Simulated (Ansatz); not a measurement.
# Ga2O3: the cost of one run

Method: DFT PBE, scalar-relativistic, plane waves, PAW, in Ansatz 0.2.0.

3 further runs of the same task are left out: 3 set aside as unsound or not needed. Runs told in other sessions of the task aren't counted.

## (1) Starting point

Symmetry: R-3c, No. 167, trigonal system. The conventional cell has a = 5.057 Å, b = 5.057 Å, c = 13.623 Å, α = 90.00°, β = 90.00°, γ = 120.00°. Around Ga (site symmetry 3) lie 6 O at 1.95 to 2.11 Å. O (site symmetry 2) has 4 Ga at 1.95 to 2.11 Å in its first shell of neighbours.

Coordinates:

```cif
data_structure
_symmetry_space_group_name_H-M 'P 1'
_symmetry_Int_Tables_number 1
_cell_length_a 5.3988
_cell_length_b 5.3988
_cell_length_c 5.3988
_cell_angle_alpha 55.859
_cell_angle_beta 55.859
_cell_angle_gamma 55.859
_cell_volume 100.59
loop_
_atom_site_label
_atom_site_type_symbol
_atom_site_fract_x
_atom_site_fract_y
_atom_site_fract_z
_atom_site_occupancy
Ga1 Ga 0.35587 0.35587 0.35587 1
Ga2 Ga 0.14413 0.14413 0.14413 1
Ga3 Ga 0.64413 0.64413 0.64413 1
Ga4 Ga 0.85587 0.85587 0.85587 1
O1 O 0.55317 0.94683 0.25000 1
O2 O 0.25000 0.55317 0.94683 1
O3 O 0.94683 0.25000 0.55317 1
O4 O 0.44683 0.05317 0.75000 1
O5 O 0.75000 0.44683 0.05317 1
O6 O 0.05317 0.75000 0.44683 1
```

It is the result of an earlier relaxation at this level (volume 10.06 Å³/atom; gap on the mesh: 2.40 eV).

## (2) Zero of energy

Reference values: F = -18539.8142 eV; pressure 0.03 GPa; largest force 0.005 eV/Å; gap on the mesh 2.40 eV. It was computed beforehand with the settings of the runs below.

## (3) Setting up a sublattice displacement scan

Every Ga atom is moved by x along the Cartesian unit vector (0.577, 0.577, 0.577); the cell and all other atoms stay fixed. Forces below are components along that vector, summed over the moved atoms.

## (4) Point x = -0.200 Å

Contents of input.yaml:

```yaml
crystal:
  lattice:
    - [2.5287245564, 1.4599598033, 4.5410352127]
    - [-2.5287245564, 1.4599598033, 4.5410352127]
    - [0.0, -2.9199196066, 4.5410352127]
  atoms:
    - { symbol: Ga, position: [0.3113791543, 0.357042512, 0.3737564609] }
    - { symbol: Ga, position: [0.0996416465, 0.1453050042, 0.1620189531] }
    - { symbol: Ga, position: [0.5996416465, 0.6453050042, 0.6620189531] }
    - { symbol: Ga, position: [0.8113791543, 0.857042512, 0.8737564609] }
    - { symbol: O, position: [0.5531733332, 0.9468266668, 0.25] }
    - { symbol: O, position: [0.25, 0.5531733332, 0.9468266668] }
    - { symbol: O, position: [0.9468266668, 0.25, 0.5531733332] }
    - { symbol: O, position: [0.4468266668, 0.0531733332, 0.75] }
    - { symbol: O, position: [0.75, 0.4468266668, 0.0531733332] }
    - { symbol: O, position: [0.0531733332, 0.75, 0.4468266668] }
basis:
  ecutwfc: 420
kpoints:
  mp_grid: { grid: [6, 6, 6] }
hamiltonian:
  xc: pbe
scf:
  occupations: { method: gaussian, width: 0.05 }
output:
  forces: true
  stress: true
  eigenvalues: true
```

Run with:

```sh
$ ansatz run input.yaml --threads 2 --pin off --max-ram 5120MiB --backend cpu --events-out ev --progress --plain --runs-dir out
```

What time and memory should one allow on 2 threads of Intel Xeon at 2.50GHz (Skylake/Cascade Lake), shared host?

About 57 s, with a peak of 0.7 GiB.
